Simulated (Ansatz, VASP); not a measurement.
## One calculation of ZrH, two programs

```xyz
4
Lattice="3.2428 0.0000 0.0000 0.0000 3.2428 0.0000 0.0000 0.0000 4.9480" Properties=species:S:1:pos:R:3 pbc="T T T"
Zr    0.0000    1.6214    0.0000
Zr    1.6214    0.0000    2.4740
H     0.0000    0.0000    3.7110
H     0.0000    0.0000    1.2370
```

Alike in both runs: task single point; functional LDA; k mesh 6 × 6 × 4; occupations gaussian, width 0.1 eV; no spin polarisation.

|  | VASP | Ansatz |
| --- | --- | --- |
| version | VASP 6.6.1 | Ansatz 0.2.0 |
| potentials or method | VASP PAW LDA potentials, release 64 (Zr_sv, H) | scalar-relativistic, plane waves, PAW |
| plane-wave cutoff (eV) | 520 | 420 |
| valence electrons in the cell | 26 | 26 |

|  | VASP | Ansatz | Ansatz less VASP |
| --- | --- | --- | --- |
| gap on the k mesh at the Fermi level (eV) | none | none | - |
| pressure (GPa) | -5.0 | -5.1 | -0.14 |
| largest component of the traceless stress (GPa) | 1.11 | 1.07 | -0.042 |

A gap of «none» marks a metal or a gap that the smearing closes.
